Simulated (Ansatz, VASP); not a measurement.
Two plane-wave programs on SiC

```
Si C
1.0
     3.17581    0.00000    0.00000
    -1.58790    2.75033    0.00000
     0.00000    0.00000    4.80976
Si C
2 2
Cartesian
  0.0000 1.8336 -0.0030
  1.5879 0.9168 2.4019
  0.0000 1.8336 1.8547
  1.5879 0.9168 4.2596
```

Alike in both runs: functional PBE; k mesh 12 × 12 × 6; occupations gaussian, width 0.05 eV; no spin polarisation.

Ansatz relaxed the structure, and its values are those at the end. VASP's run is a single point on that final structure, the one shown.

|  | VASP | Ansatz |
| --- | --- | --- |
| version | VASP 6.6.1 | Ansatz 0.2.0 |
| potentials or method | VASP PAW PBE potentials, release 64 (Si, C) | scalar-relativistic, plane waves, PAW |
| plane-wave cutoff (eV) | 520 | 520 |
| valence electrons in the cell | 16 | 16 |

```csv
,VASP,Ansatz,Ansatz less VASP
gap on the k mesh at the Fermi level (eV),1.70,1.71,+0.009
least direct gap on the mesh (eV),2.98,2.98,+0.001
pressure (GPa),0.1,0.1,+0.02
```

With one functional, cell and mesh, what is left measures potentials, basis and numerics. Ansatz warned: «stress_scf_threshold_loose».

A k mesh can miss the band edges.
